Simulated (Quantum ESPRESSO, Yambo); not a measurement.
Planning a run of Yambo 5.3.0 on GaAs (F-43m). The input:

```
HF_and_locXC
gw0
dyson
ppa
em1d
rim_cut
RandQpts= 1000000
RandGvec= 1 RL
EXXRLvcs= 104 Ry
VXCRLvcs= 416 Ry
Chimod= "HARTREE"
% BndsRnXp
 1 | 95 |
%
NGsBlkXp= 12 Ry
% LongDrXp
 1 | 1 | 1 |
%
% GbndRnge
 1 | 95 |
%
DysSolver= "n"
ExtendOut
PPAPntXp= 27.21138 eV
% QPkrange
 1 | 1 | 21 | 24 |
%
```

```sh
OMP_NUM_THREADS=1 mpirun -n 4 yambo -F gw3.in -J gw3 -C gw3 > gw3.log
```

The stored states that it reads are on a 4×4×4 mesh. It takes space group F-43m (No. 216, cubic). The conventional cell has a = 5.654 Å, b = 5.654 Å, c = 5.654 Å, α = 90.00°, β = 90.00°, γ = 90.00°. Nearest to Ga lie 4 As at 2.45 Å. Nearest to As lie 4 Ga at 2.45 Å. Farther neighbours are not listed.

Estimate wall time and host memory on 4 MPI ranks of Arm Neoverse V1, shared host.

It took 2 min; on shared hardware allow 61 s to 4.1 min. Peak host memory was 2.1 GiB.

The screening grows as filled bands × empty bands × pairs of k points, times the square of the screening basis for the matrix.

[Paths, hosts, dates, memory and timing lines, banners, echoed tables and standing remarks are left out of the program output.]

[Logs are printed without paths, hosts, clocks, repeated set-up lines and the standing remarks that a program may print on its own settings, such as how far it seeks lower states.]

[Runs of the session that timed out or met a known fault of the program may be left out.]

[Hosts, paths, dates, database ids (printed as entryN), source tags and the programs' standing remarks are cut or masked in the printed files.]
